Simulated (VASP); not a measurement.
# Br (I4/mmm) in VASP: settings compared

The runs below take Br through density of states, band structure, equation of state, with vdW-DF, TPSS, r2SCAN, LDA, BLYP.

Program: VASP 6.6.1. These are calculated values, not measurements. Logs are shortened: lines on timing, memory, paths and dates and some standing lists are left out, and cuts for length are marked.

## (1) Starting point

Symmetry: I4/mmm, No. 139, tetragonal system. Conventional cell: a = 2.847 Å, b = 2.847 Å, c = 7.155 Å, α = 90.00°, β = 90.00°, γ = 90.00°. Around Br (site symmetry 4/mmm) lie 4 Br at 2.85 Å.

## (2) Density of states, vdW-DF

Input file run.py:

```python
from ase.calculators.vasp import Vasp
from ase.dft.dos import DOS
from ase.io import read

atoms = read('Br.cif', primitive_cell=True, subtrans_included=False)
calc = Vasp(
    directory='calc',
    xc='vdw-df',
    pp='PBE',
    setups='minimal',
    prec='Accurate',
    encut=500,
    ediff=1e-07,
    ismear=-5,
    sigma=0.05,
    lreal=False,
    lasph=True,
    nelm=100,
    algo='Normal',
    isif=2,
    lwave=False,
    lcharg=False,
    lorbit=11,
    kpts=[13, 13, 13],
    gamma=True,
)
atoms.calc = calc

print('energy (eV):', atoms.get_potential_energy())
print('free energy (eV):', atoms.get_potential_energy(force_consistent=True))
print('forces (eV/A):')
print(atoms.get_forces())
print('stress (eV/A^3, Voigt):', atoms.get_stress())
print('Fermi level (eV):', calc.get_fermi_level())
dos = DOS(calc, width=0.1, window=(-10, 10), npts=301)
print('E - E_F (eV), DOS (1/eV)')
for e, g in zip(dos.get_energies(), dos.get_dos()):
    print(f'{e:8.3f} {g:10.4f}')
```

Input file Br.cif:

```cif
data_Br
_cell_length_a 2.84698341
_cell_length_b 2.84698341
_cell_length_c 7.15503474
_cell_angle_alpha 90.00000000
_cell_angle_beta 90.00000000
_cell_angle_gamma 90.00000000
_space_group_name_H-M_alt 'I4/mmm'
_space_group_name_Hall '-I 4 2'
_space_group_IT_number 139
loop_
_space_group_symop_operation_xyz
'x,y,z'
'-x,-y,-z'
'-y,x,z'
'y,-x,-z'
'-x,-y,z'
'x,y,-z'
'y,-x,z'
'-y,x,-z'
'x,-y,-z'
'-x,y,z'
'-y,-x,-z'
'y,x,z'
'-x,y,-z'
'x,-y,z'
'y,x,-z'
'-y,-x,z'
'x+1/2,y+1/2,z+1/2'
'-x+1/2,-y+1/2,-z+1/2'
'-y+1/2,x+1/2,z+1/2'
'y+1/2,-x+1/2,-z+1/2'
'-x+1/2,-y+1/2,z+1/2'
'x+1/2,y+1/2,-z+1/2'
'y+1/2,-x+1/2,z+1/2'
'-y+1/2,x+1/2,-z+1/2'
'x+1/2,-y+1/2,-z+1/2'
'-x+1/2,y+1/2,z+1/2'
'-y+1/2,-x+1/2,-z+1/2'
'y+1/2,x+1/2,z+1/2'
'-x+1/2,y+1/2,-z+1/2'
'x+1/2,-y+1/2,z+1/2'
'y+1/2,x+1/2,-z+1/2'
'-y+1/2,-x+1/2,z+1/2'
loop_
_atom_site_label
_atom_site_type_symbol
_atom_site_symmetry_multiplicity
_atom_site_Wyckoff_symbol
_atom_site_fract_x
_atom_site_fract_y
_atom_site_fract_z
_atom_site_occupancy
Br1 Br 2 a 0.0000000000 0.0000000000 0.0000000000 1
```

Potentials or basis: VASP PAW PBE potentials, release 64 (Br).

Run with:

```
$ python run.py
```

The log of the run:

```text
<dir> UserWarning: vdW has been enabled, however no location for the vdw_kernel.bindat file has been specified. Set ASE_VASP_VDW environment variable to copy the vdW kernel.
  warnings.warn(
energy (eV): 0.53606674
free energy (eV): 0.53606674
forces (eV/A):
[[-0.  0.  0.]]
stress (eV/A^3, Voigt): [-0.03070152 -0.03070152 -0.00823112 -0.         -0.         -0.        ]
Fermi level (eV): 1.39091303
E - E_F (eV), DOS (1/eV)
 -10.000     0.0000
  -9.933     0.0000
  -9.867     0.0000
  -9.800     0.0000
  -9.733     0.0000
  -9.667     0.0000
[... 293 lines left out ...]
   9.933     0.5347
  10.000     0.4967
```

Wall time 86 s (1 thread of Intel Xeon Platinum 8488C (Sapphire Rapids), shared host); peak memory 0.38 GiB.

What came out:

```yaml
Free_energy: 0.5361 eV
Pressure: 3.7 GPa
Band_gap_on_the_k_mesh: none (metal or under the smearing width)
Valence_electrons_inside_the_program's_atomic_spheres: Br 4.76
```

Levels at points of the mesh, in eV from the Fermi level:
| k point | band 1 | band 2 | band 3 | band 4 | band 5 | band 6 | band 7 |
| --- | --- | --- | --- | --- | --- | --- | --- |
| (0.00, 0.00, 0.00) | -16.22 | -2.27 | 0.95 | 0.95 | 5.60 | 10.03 | 10.63 |

States per cell in windows of 1 eV (zero at the Fermi level; states under -8 eV left out):
```tsv
from (eV)	total	Br1_p	Br1_d	Br1_s
-8.0	0.00	0.00	0.00	0.00
-7.0	0.00	0.00	0.00	0.00
-6.0	0.35	0.19	0.00	0.00
-5.0	0.83	0.48	0.00	0.01
-4.0	0.84	0.47	0.00	0.01
-3.0	1.08	0.65	0.01	0.01
-2.0	1.24	0.80	0.01	0.01
-1.0	0.66	0.45	0.01	0.01
0.0	0.66	0.49	0.00	0.01
1.0	0.37	0.29	0.00	0.00
2.0	0.00	0.00	0.00	0.00
3.0	0.00	0.00	0.00	0.00
4.0	0.00	0.00	0.00	0.00
5.0	0.01	0.00	0.00	0.00
6.0	0.30	0.01	0.05	0.01
7.0	0.92	0.05	0.14	0.02
```

Caveat: the PAW data sets were made with another functional, which shifts forces and pressure a little; an odd number of electrons without spin polarisation forces a metal; a magnetic or distorted state may lie lower; tetrahedron occupations give inexact forces and stress in metals.

## (3) Density of states, TPSS

Changes to run.py since step 2:

```diff
@@ -4,16 +4,16 @@
 
-atoms = read('Br.cif', primitive_cell=True, subtrans_included=False)
+atoms = read('Br.cif')
 calc = Vasp(
     directory='calc',
-    xc='vdw-df',
+    xc='tpss',
     pp='PBE',
-    setups='minimal',
+    setups='recommended',
     prec='Accurate',
-    encut=500,
-    ediff=1e-07,
-    ismear=-5,
-    sigma=0.05,
+    encut=520,
+    ediff=1e-06,
+    ismear=-1,
+    sigma=0.1,
     lreal=False,
     lasph=True,
-    nelm=100,
+    nelm=60,
     algo='Normal',
@@ -22,2 +22,3 @@
     lcharg=False,
+    lmixtau=True,
     lorbit=11,
@@ -25,2 +26,3 @@
     gamma=True,
+    nbands=10,
 )
```

Input file Br.cif:

```cif
data_Br
_cell_length_a 4.10503201
_cell_length_b 4.10503201
_cell_length_c 4.10503201
_cell_angle_alpha 139.42054361
_cell_angle_beta 139.42054361
_cell_angle_gamma 58.73418651
_space_group_name_H-M_alt 'P1'
_space_group_name_Hall 'P 1'
_space_group_IT_number 1
loop_
_space_group_symop_operation_xyz
'x,y,z'
loop_
_atom_site_label
_atom_site_type_symbol
_atom_site_symmetry_multiplicity
_atom_site_Wyckoff_symbol
_atom_site_fract_x
_atom_site_fract_y
_atom_site_fract_z
_atom_site_occupancy
Br1 Br 1 a 0.0000000000 0.0000000000 0.0000000000 1
```

Potentials or basis: VASP PAW PBE potentials, release 64 (Br).

Run with:

```
$ python run.py
```

The log of the run:

```text
energy (eV): -9.81451142
free energy (eV): -9.8231023
forces (eV/A):
[[-0.  0.  0.]]
stress (eV/A^3, Voigt): [-0.00876017 -0.0089123  -0.00898279  0.          0.          0.00012527]
Fermi level (eV): 1.36331658
E - E_F (eV), DOS (1/eV)
 -10.000     0.0000
  -9.933     0.0000
  -9.867     0.0000
  -9.800     0.0000
  -9.733     0.0000
  -9.667     0.0000
[... 293 lines left out ...]
   9.933     0.6032
  10.000     0.5500
```

INCAR:

```text
ENCUT = 520.000000
SIGMA = 0.100000
EDIFF = 1.00e-06
ALGO = Normal
METAGGA = TPSS
PREC = Accurate
ISIF = 2
ISMEAR = -1
LORBIT = 11
NBANDS = 10
NELM = 60
LASPH = .TRUE.
LCHARG = .FALSE.
LWAVE = .FALSE.
LMIXTAU = .TRUE.
LREAL = .FALSE.
```

Wall time 3.1 min (1 thread of Intel Xeon Platinum 8488C (Sapphire Rapids), shared host); peak memory 0.2 GiB.

What came out:

- Free energy: -9.8231 eV
- Pressure: 1.4 GPa
- Band gap on the k mesh: none (metal or under the smearing width)
- Valence electrons inside the program's atomic spheres: Br 4.67

States per cell in windows of 0.5 eV (zero at the Fermi level; states under -8 eV left out):
```
from (eV)  total  Br1_p  Br1_d  Br1_s
     -8.0   0.00   0.00   0.00   0.00
     -7.5   0.00   0.00   0.00   0.00
     -7.0   0.00   0.00   0.00   0.00
     -6.5   0.01   0.00   0.00   0.00
     -6.0   0.18   0.09   0.00   0.00
     -5.5   0.33   0.18   0.00   0.00
     -5.0   0.28   0.16   0.00   0.00
     -4.5   0.47   0.26   0.00   0.01
     -4.0   0.39   0.22   0.00   0.01
     -3.5   0.37   0.20   0.00   0.01
     -3.0   0.57   0.34   0.00   0.01
     -2.5   0.49   0.30   0.00   0.00
     -2.0   0.77   0.48   0.00   0.00
     -1.5   0.61   0.40   0.00   0.01
     -1.0   0.30   0.20   0.00   0.00
     -0.5   0.22   0.15   0.00   0.00
      0.0   0.23   0.17   0.00   0.00
      0.5   0.30   0.22   0.00   0.00
      1.0   0.35   0.27   0.00   0.00
      1.5   0.11   0.09   0.00   0.00
      2.0   0.02   0.02   0.00   0.00
      2.5   0.00   0.00   0.00   0.00
      3.0   0.00   0.00   0.00   0.00
      3.5   0.00   0.00   0.00   0.00
      4.0   0.00   0.00   0.00   0.00
      4.5   0.00   0.00   0.00   0.00
      5.0   0.00   0.00   0.00   0.00
      5.5   0.04   0.00   0.01   0.00
      6.0   0.11   0.00   0.02   0.00
      6.5   0.14   0.00   0.02   0.00
      7.0   0.35   0.01   0.05   0.01
      7.5   0.51   0.03   0.08   0.01
```

Caveat: the PAW data sets were made with another functional, which shifts forces and pressure a little; an odd number of electrons without spin polarisation forces a metal; a magnetic or distorted state may lie lower.

## (4) Band structure, r2SCAN, spin-orbit coupling, no magnetisation

Input file INCAR:

```
  PREC = Accurate
  ENCUT = 520
  EDIFF = 1E-6
  ISMEAR = 0
  SIGMA = 0.05
  LREAL = F
  LASPH = T
  NELM = 80
  ALGO = Normal
  ISIF = 2
  LWAVE = F
  LCHARG = F
  MAGMOM = 0 0 0
  LORBIT = 11
  LSORBIT = T
  GGA_COMPAT = F
  METAGGA = R2SCAN
  LMIXTAU = T
```

Input file KPOINTS:

```
Automatic mesh
0
Gamma
  10 10 10
```

Input file POSCAR:

```
Br
4.105
   -0.346770208283      0.346770208283      0.871502404385
    0.346770208283     -0.346770208283      0.871502404385
    0.346770208283      0.346770208283     -0.871502404385
Br
1
Direct
    0.0000000000      0.0000000000      0.0000000000
```

Input file KPOINTS_OPT:

```
path GXYSGZS1NPY1Z,XP
10
line-mode
reciprocal
 0.0000000000  0.0000000000  0.0000000000  G
-0.5000000000  0.5000000000  0.0000000000  X

-0.5000000000  0.5000000000  0.0000000000  X
-0.5000000000  0.5000000000 -0.0791619318  Y

-0.5000000000  0.5000000000 -0.0791619318  Y
-0.2895809659  0.2895809659 -0.2895809659  S

-0.2895809659  0.2895809659 -0.2895809659  S
 0.0000000000  0.0000000000  0.0000000000  G

 0.0000000000  0.0000000000  0.0000000000  G
 0.5000000000  0.5000000000 -0.5000000000  Z

 0.5000000000  0.5000000000 -0.5000000000  Z
 0.2895809659  0.7104190341 -0.7104190341  S1

 0.2895809659  0.7104190341 -0.7104190341  S1
 0.0000000000  0.5000000000 -0.5000000000  N

 0.0000000000  0.5000000000 -0.5000000000  N
-0.2500000000  0.7500000000 -0.2500000000  P

-0.2500000000  0.7500000000 -0.2500000000  P
 0.0791619318  0.9208380682 -0.5000000000  Y1

 0.0791619318  0.9208380682 -0.5000000000  Y1
 0.5000000000  0.5000000000 -0.5000000000  Z

-0.5000000000  0.5000000000  0.0000000000  X
-0.2500000000  0.7500000000 -0.2500000000  P
```

Run with:

```
$ cat potpaw_PBE.64/Br/POTCAR > POTCAR
$ mpirun -np 1 vasp_ncl > vasp.out
```

Run time: 17 min. Hardware: 1 thread of Intel Xeon Platinum 8488C (Sapphire Rapids), shared host; peak memory 0.38 GiB.

The run converged. Its results:

- Free energy: -13.0665 eV
- Pressure: 0.6 GPa
- Valence electrons inside the program's atomic spheres: Br 4.74

Stress tensor (GPa, compression positive):
```
0.69 0.00 0.00
0.00 0.69 0.00
0.00 0.00 0.27
```

Caveat: the PAW data sets were made with another functional, which shifts forces and pressure a little.

## (5) Band structure, LDA

Input file run.py:

```python
from ase.calculators.vasp import Vasp
from ase.dft.bandgap import bandgap
from ase.io import read

atoms = read('Br.cif')
calc = Vasp(
    directory='calc',
    xc='lda',
    pp='LDA',
    setups='recommended',
    prec='Accurate',
    encut=300,
    ediff=1e-06,
    ismear=0,
    sigma=0.1,
    lreal=False,
    lasph=True,
    nelm=80,
    algo='Fast',
    isif=2,
    lwave=False,
    lcharg=True,
    kpts=[13, 13, 13],
    gamma=True,
)
atoms.calc = calc

print('energy (eV):', atoms.get_potential_energy())
print('free energy (eV):', atoms.get_potential_energy(force_consistent=True))
efermi = calc.get_fermi_level()
print('Fermi level (eV):', efermi)
path = atoms.cell.bandpath(npoints=40, eps=1e-4)
print('path:', path.path)
calc.set(kpts=path.kpts, reciprocal=True, icharg=11, isym=0, lcharg=False)
calc.calculate(atoms)
print('gap on the path (eV):', bandgap(calc, efermi=efermi)[0])
print('direct gap on the path (eV):', bandgap(calc, efermi=efermi, direct=True)[0])
```

Br.cif is that of step 3.

Potentials or basis: VASP PAW LDA potentials, release 64 (Br).

Run with:

```
$ python run.py
```

Wall time 20 s (1 thread of Intel Xeon Platinum 8488C (Sapphire Rapids), shared host); peak memory 0.11 GiB.

These settings aren't checked as converged (typed here: ENCUT = 300): the numbers below hold their error.

Results:

```yaml
Band_gap_along_the_path: none (metal or under the smearing width)
```

Caveat: the log is that of the step along the path at fixed density, whose energy, stress, charges and moments have no meaning; an odd number of electrons without spin polarisation forces a metal; a magnetic or distorted state may lie lower.

## (6) Equation of state, BLYP (cell strained at random at fixed volume)

Input file run.py:

```python
from ase.calculators.vasp import Vasp
from ase.eos import EquationOfState
from ase.io import Trajectory
from ase.io import read
from ase.units import GPa

atoms = read('POSCAR')
calc = Vasp(
    directory='calc',
    xc='blyp',
    pp='PBE',
    setups='gw',
    prec='Accurate',
    encut=600,
    ediff=1e-07,
    ismear=-5,
    sigma=0.05,
    lreal=False,
    lasph=True,
    nelm=80,
    algo='Normal',
    isif=2,
    lwave=False,
    lcharg=False,
    kpts=[13, 13, 13],
    gamma=True,
)
atoms.calc = calc
cell = atoms.cell.copy()
volumes, energies = [], []
traj = Trajectory('eos.traj', 'w')
for x in [0.94, 0.96, 0.98, 1.0, 1.02, 1.04, 1.06]:
    atoms.set_cell(cell * x ** (1 / 3), scale_atoms=True)
    volumes.append(atoms.get_volume())
    energies.append(atoms.get_potential_energy())
    traj.write(atoms)
    print(f'{x:5.2f} {volumes[-1]:12.5f} {energies[-1]:14.6f}')

v0, e0, B = EquationOfState(volumes, energies, eos='birchmurnaghan').fit()
print(f'V0 = {v0:.4f} A^3, E0 = {e0:.6f} eV, B = {B / GPa:.2f} GPa')
```

Input file POSCAR:

```
Br
1.0
   -1.4484380000      1.4082790000      3.4913400000
    1.4242230000     -1.4841630000      3.5118990000
    1.4437600000      1.4794840000     -3.5215340000
Br
1
Direct
    0.0000000000      0.0000000000      0.0000000000
```

Potentials or basis: VASP PAW PBE potentials, release 64 (Br_GW).

Run with:

```
$ python run.py
```

The log of the run:

```text
0.94     27.25709      -1.064380
 0.96     27.83703      -1.085391
 0.98     28.41697      -1.102581
 1.00     28.99690      -1.116358
 1.02     29.57684      -1.127087
 1.04     30.15678      -1.135091
 1.06     30.73672      -1.140659
<dir> UserWarning: The minimum volume of your fit is not in your volumes.  You may not have a minimum in your dataset!
  warnings.warn(
V0 = 32.0759 A^3, E0 = -1.145563 eV, B = 25.76 GPa
```

OUTCAR:

```text
ENCUT = 600.000000
   EDIFF = 1.00e-07
   GGA = B5
   PREC = Accurate
   ISIF = 2
   ISMEAR = -5
   NELM = 80
   LASPH = .TRUE.
   LREAL = .FALSE.

 ion  position               nearest neighbor table
   1  0.000  0.000  0.000-

  LATTYP: Found a triclinic cell.
 ALAT       =     4.1128048718
 B/A-ratio  =     0.7110117610
 C/A-ratio  =     0.7159505693
 COS(alpha) =     0.0032160703
 COS(beta)  =     0.3406416013
 COS(gamma) =     0.3625597201

  Lattice vectors:

 A1 = (   1.4768459573,  -1.4358993259,  -3.5598150314)
 A2 = (   2.9242322413,  -0.0047707684,  -0.0098239695)
 A3 = (   0.0047697488,  -2.9444001829,   0.0307861896)

Analysis of symmetry for initial positions (statically):
=====================================================================
 Subroutine PRICEL returns:
 Original cell was already a primitive cell.

 Routine SETGRP: Setting up the symmetry group for a
 triclinic supercell.

 Subroutine GETGRP returns: Found  2 space group operations
 (whereof  2 operations were pure point group operations)
 out of a pool of  2 trial point group operations.

[... 163 lines left out ...]

 E-fermi :   1.0162     XC(G=0):  -7.9799

 val. band max:        1.2324050590   @ k =  -0.2308  -0.3846   0.3077
 cond. band min:       1.0542479749   @ k =  -0.3077   0.3846   0.1538
 fundamental gap:     -0.1781570841
 Fermi energy:         1.0162198301

 k-point     1 :       0.0000    0.0000    0.0000
  band No.  band energies     occupation
      1     -14.6049      2.00000
      2      -0.7300      2.00000
      3       1.8118      0.00000
      4       1.9268      0.00000
      5       6.8980      0.00000
      6      11.2302      0.00000
      7      11.4883      0.00000
[... 221 lines left out ...]
 k-point    24 :       0.2308    0.1538   -0.0000
  band No.  band energies     occupation
      1     -13.8172      2.00000
      2      -1.2574      2.00000
      3      -0.7239      2.00000
      4       0.5530      1.85959
      5       9.2272      0.00000
      6      12.6834      0.00000
      7      13.4739      0.00000

 [... further k-points ...]

------------------------ aborting loop because EDIFF is reached ----------------------------------------

  FORCE on cell =-STRESS in cart. coord.  units (eV):
  Direction    XX          YY          ZZ          XY          YZ          ZX
  --------------------------------------------------------------------------------------
  -------------------------------------------------------------------------------------
  Total       -0.0190424      0.1857154      0.5385971     -0.0040780      0.0172778      0.0063072
  in kB       -0.9925998      9.6805711     28.0748277     -0.2125689      0.9006195      0.3287671
  external PRESSURE =      12.2542663 kB  Pullay stress =       0.0000000 kB

 VOLUME and BASIS-vectors are now :
 -----------------------------------------------------------------------------
  energy-cutoff  :      600.00
  volume of cell :       30.74
      direct lattice vectors                 reciprocal lattice vectors
    -1.476845957  1.435899326  3.559815031     0.001039454  0.341132399  0.143744359
     1.452156033 -1.513271625  3.580777251     0.342447949  0.002031638  0.141250497
     1.472076209  1.508500857 -3.590601221     0.342541544  0.340233574  0.004871022

 POSITION                                       TOTAL-FORCE (eV/Angst)
 -----------------------------------------------------------------------------------
      0.00000      0.00000      0.00000        -0.000000      0.000000      0.000000
 -----------------------------------------------------------------------------------
    total drift:                                0.000000      0.000000      0.000000

  FREE ENERGIE OF THE ION-ELECTRON SYSTEM (eV)
  ---------------------------------------------------
  free  energy   TOTEN  =        -1.1406590839 eV

  energy  without entropy=       -1.1406590839  energy(sigma->0) =       -1.14065908
```

INCAR:

```text
AGGAC = 1.000000
AGGAX = 1.000000
ALDAC = 0.000000
ENCUT = 600.000000
SIGMA = 0.050000
ALDAX = 1.000000
EDIFF = 1.00e-07
ALGO = Normal
GGA = B5
PREC = Accurate
ISIF = 2
ISMEAR = -5
NELM = 80
LASPH = .TRUE.
LCHARG = .FALSE.
LWAVE = .FALSE.
LREAL = .FALSE.
```

Run time: 14 min. Hardware: 1 thread of Intel Xeon 6975P-C (Granite Rapids), shared host; peak memory 0.46 GiB.

Results:

```yaml
Equilibrium_volume: "32.08 Å³/atom (rough: see the caveat)"
Bulk_modulus_at_fixed_shape_and_positions: 26 GPa (rough)
```

Energy against volume, from the lowest point:
```csv
volume (Å³/atom),energy (meV/atom)
27.257,76.28
27.837,55.27
28.417,38.08
28.997,24.30
29.577,13.57
30.157,5.57
30.737,0.00
```

Caveat: the minimum lies outside the volumes run; the cell was scaled at fixed shape and fractional positions, which overstates the stiffness of a crystal with free parameters, most of all of layers and chains; the PAW data sets were made with another functional, which shifts forces and pressure a little.

## (7) The reference run

An earlier run on the cell as given: functional PBE; potentials or basis VASP PAW PBE potentials, release 64 (Br); cutoff 520 eV; k mesh 13 × 13 × 13; occupations fermi-dirac, width 0.05 eV; no spin polarisation.

* Pressure: 1.4 GPa
* Band gap on the k mesh: none (metal or under the smearing width)

## (8) Overview

| task | level | potentials or basis | spin | cell | k mesh | cutoff (eV) | smearing | gap on the mesh (eV) | pressure (GPa) |
| --- | --- | --- | --- | --- | --- | --- | --- | --- | --- |
| density of states | vdW-DF | VASP PAW PBE potentials, release 64 (Br) | off | as given | 13 × 13 × 13 | 500 | tetrahedron | none | 3.7 |
| density of states | TPSS | VASP PAW PBE potentials, release 64 (Br) | off | as given | 13 × 13 × 13 | 520 | fermi-dirac 0.1 eV | none | 1.4 |
| band structure | r2SCAN | VASP PAW PBE potentials, release 64 (Br) | SOC, no magnetisation | as given | 10 × 10 × 10 | 520 | gaussian 0.05 eV | - | 0.6 |
| equation of state | BLYP | VASP PAW PBE potentials, release 64 (Br_GW) | off | cell strained at random at fixed volume | 13 × 13 × 13 | 600 | tetrahedron | - | - |
| single point | PBE | VASP PAW PBE potentials, release 64 (Br) | off | as given | 13 × 13 × 13 | 520 | fermi-dirac 0.05 eV | none | 1.4 |

Caveats: the PAW data sets were made with another functional, which shifts forces and pressure a little (some runs); an odd number of electrons without spin polarisation forces a metal (some runs); a magnetic or distorted state may lie lower (some runs); tetrahedron occupations give inexact forces and stress in metals (some runs); the minimum lies outside the volumes run (some runs); the cell was scaled at fixed shape and fractional positions, which overstates the stiffness of a crystal with free parameters, most of all of layers and chains (some runs).

Total energies depend on the potentials used, so only differences within one code and one set of settings carry meaning.
